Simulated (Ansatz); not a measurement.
Crystal: Te.

```
Te
1.0
     5.47104    0.00000    0.00000
     0.00000    8.36934    0.00000
     0.00000    0.00000    3.08032
Te
4
Direct
  0.31076 0.39307 0.76388
  0.18924 0.89307 0.23612
  0.68924 0.60693 0.76388
  0.81076 0.10693 0.23612
```

This isn't the form of Te at room conditions, which is trigonal, of chains.

| Quantity | Value |
| --- | --- |
| Program | Ansatz 0.2.0 |
| Task | single point |
| Functional | PBE |
| Potentials or basis | Ansatz PAW |
| Cutoff | 420 eV (not typed: the program's choice for these potentials) |
| k mesh | 5 × 4 × 9 |
| Occupations | fermi-dirac, width 0.05 eV |
| Spin | no spin polarisation |

On this cell: pressure 0.9 GPa; largest force 0.420 eV/Å; band gap on the k mesh none (metal or under the smearing width).

The same run follows on a disturbed copy (atoms moved at random, drawn with an rms of 0.05 Å):

```
Te
1.0
     5.47104    0.00000    0.00000
     0.00000    8.36934    0.00000
     0.00000    0.00000    3.08032
Te
4
Cartesian
  1.6581 3.2633 2.3198
  1.0771 7.4598 0.7698
  3.8150 5.0190 2.3390
  4.4497 0.9131 0.7684
```

**Question.** What changes?

**Answer.** The energy (extrapolated to zero smearing) moves by -4.4 meV/atom; pressure 0.2 GPa; largest force 0.144 eV/Å; band gap on the k mesh none (metal or under the smearing width).

Forces in eV/Å, atoms in the order of the input:
```
Te  -0.052 -0.094  0.012
Te   0.050 -0.086 -0.003
Te   0.051  0.134 -0.011
Te  -0.050  0.046  0.001
```

Stress tensor (GPa, compression positive):
```
-0.74  0.09 -0.03
 0.09  0.11 -0.04
-0.03 -0.04  1.12
```
